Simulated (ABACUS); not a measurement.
Crystal: InP.

```
CELL_PARAMETERS angstrom
0.00000 2.93050 2.93050
2.93050 0.00000 2.93050
2.93050 2.93050 0.00000
ATOMIC_POSITIONS crystal
In 0.00000 0.00000 0.00000
P 0.75000 0.75000 0.75000
```

Program: ABACUS 3.10.1. Alike in all runs: task single point; no spin polarisation; cell as given; smearing fermi-dirac 0.05 eV.

Task: Order these runs on this cell by their pressure, lowest first.
A. level PBE; potentials or basis PseudoDojo NC SR 0.4.1 PBE standard, plane waves; k mesh 8 × 8 × 8; cutoff (eV) 966; SCF threshold on the density 1e-08; eigensolver dav
B. level RPBE; potentials or basis PseudoDojo NC SR 0.5 PBE standard, plane waves; k mesh 6 × 6 × 6; cutoff (eV) 966; SCF threshold on the density 1e-08; eigensolver dav
C. level LDA; potentials or basis PseudoDojo NC SR 0.4.1 LDA standard, DZP LCAO (the cutoffs set its grid); k mesh 7 × 7 × 7; cutoff (eV) 1361; SCF threshold on the density 1e-07; eigensolver genelpa
D. level BLYP; potentials or basis SPMS ONCV 1.0 PBE, DZP LCAO (the cutoffs set its grid); k mesh 7 × 7 × 7; cutoff (eV) 1361; SCF threshold on the density 1e-07; eigensolver genelpa
E. level SCAN; potentials or basis SG15 ONCV 1.2 PBE, DZP LCAO (the cutoffs set its grid); k mesh 6 × 6 × 6; cutoff (eV) 1361; SCF threshold on the density 1e-07; eigensolver genelpa

Result: C (-0.6 GPa), E (1.0 GPa), A (3.4 GPa), B (5.0 GPa), D (7.4 GPa).

Caveats: the atomic orbitals were generated for these runs and aren't a published set (some runs); the potentials were made for another functional, which shifts forces and pressure (some runs); the basis of atomic orbitals isn't converged, which shifts pressures, moduli and gaps (some runs).

Not every run made on this cell is shown here.
